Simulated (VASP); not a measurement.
Si:

```
Si
1.0
     0.00000    2.72185    2.72185
     2.72185    0.00000    2.72185
     2.72185    2.72185    0.00000
Si
2
Direct
  0.50000 0.50000 0.50000
  0.75000 0.75000 0.75000
```

Base run:

| Quantity | Value |
| --- | --- |
| Program | VASP 6.6.1 |
| Functional | revTPSS |
| Potentials or basis | VASP PAW PBE potentials, release 64 (Si) |
| Cutoff | 520 eV |
| k mesh | 8 × 8 × 8 |
| Occupations | fermi-dirac, width 0.05 eV |
| Spin | no spin polarisation |

Its results: band gap on the k mesh 0.60 eV, indirect (least direct gap 2.67 eV); pressure -0.3 GPa.

Question: After a change of settings the same cell gave: band gap on the k mesh 0.51 eV, indirect (least direct gap 2.51 eV); pressure -0.4 GPa. Which change was it?
A. functional from revTPSS to BLYP; further incar settings from ALGO = Normal; EDIFF = 1e-06; NBANDS = 11 to ALGO = Normal; EDIFF = 1e-06
B. functional from revTPSS to PBEsol; occupations from fermi-dirac, width 0.05 eV to gaussian, width 0.1 eV
C. functional from revTPSS to MS2; further incar settings from ALGO = Normal; EDIFF = 1e-06; NBANDS = 11 to ALGO = Normal; EDIFF = 1e-07
D. functional from revTPSS to revPBE; further incar settings from ALGO = Normal; EDIFF = 1e-06; NBANDS = 11 to ALGO = Normal; EDIFF = 1e-07; NBANDS = 11

Answer: B.

Caveats: the PAW data sets were made with another functional, which shifts forces and pressure a little.

Runs at the PBE level aren't shown here.
